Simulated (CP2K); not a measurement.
Runs of CP2K 2026.2 on Cs. It takes space group Im-3m (No. 229, cubic). The conventional cell has a = 6.257 Å, b = 6.257 Å, c = 6.257 Å, α = 90.00°, β = 90.00°, γ = 90.00°. 

| task | level | potentials or basis | cell | smearing | NGRIDS | basis sets | potentials | CUTOFF of the grids | cutoff radius of the dispersion sum (A) | gap on the mesh (eV) | pressure (GPa) |
| --- | --- | --- | --- | --- | --- | --- | --- | --- | --- | --- | --- |
| single point | RPBE | POTENTIAL_UZH Cs GTH-PBE-q9; TZVP-MOLOPT-PBE-GTH basis | as given | gaussian 0.02 eV | 5 | Cs TZVP-MOLOPT-PBE-GTH-q9 | Cs GTH-PBE-q9 of POTENTIAL_UZH | 450 Ry | - | none | 0.1 |
| single point | r2SCAN+D4 | POTENTIAL_UZH Cs GTH-SCAN-q9; TZVP-MOLOPT-SCAN-GTH basis | as given | methfessel-paxton 0.1 eV | 4 | Cs TZVP-MOLOPT-SCAN-GTH-q9 | Cs GTH-SCAN-q9 of POTENTIAL_UZH | 675 Ry | 20 | none | (a) |
| atomic charges | PBEsol+D3(BJ) | POTENTIAL_UZH Cs GTH-PBE-q9; TZVP-MOLOPT-PBE-GTH basis | as given | methfessel-paxton 0.2 eV | 4 | Cs TZVP-MOLOPT-PBE-GTH-q9 | Cs GTH-PBE-q9 of POTENTIAL_UZH | 450 Ry | 20 | none | -0.3 |
| single point | PBE | POTENTIAL_UZH Cs GTH-PBE-q9; TZVP-MOLOPT-PBE-GTH basis | cell strained at random at fixed volume | fermi-dirac 0.05 eV | 5 | Cs TZVP-MOLOPT-PBE-GTH-q9 | Cs GTH-PBE-q9 of POTENTIAL_UZH | 450 Ry | - | none | -0.1 |
| single point | PBE | POTENTIAL_UZH Cs GTH-PBE-q9; TZVP-MOLOPT-PBE-GTH basis | as given | fermi-dirac 0.05 eV | 4 | Cs TZVP-MOLOPT-PBE-GTH-q9 | Cs GTH-PBE-q9 of POTENTIAL_UZH | 450 Ry | - | none | -0.1 |
| single point | PBE | POTENTIAL_UZH Cs GTH-PBE-q9; TZVP-MOLOPT-PBE-GTH basis | as given | gaussian 0.02 eV | 4 | Cs TZVP-MOLOPT-PBE-GTH-q9 | Cs GTH-PBE-q9 of POTENTIAL_UZH | 450 Ry | - | none | -0.1 |

Alike in all rows: no spin polarisation; k mesh 6 × 6 × 6.

Fill in the values left out.

(a) 0.0.

Caveats: the basis of atomic orbitals isn't converged, which shifts pressures, moduli and gaps; the potentials were made for another functional, which shifts forces and pressure (some runs); pairwise dispersion overbinds metals, which lowers pressure and volume (some runs).

A k mesh can miss the band edges, and the runs leave out spin-orbit coupling on Cs.

A gap of «none» marks a metal or a gap under the smearing width.
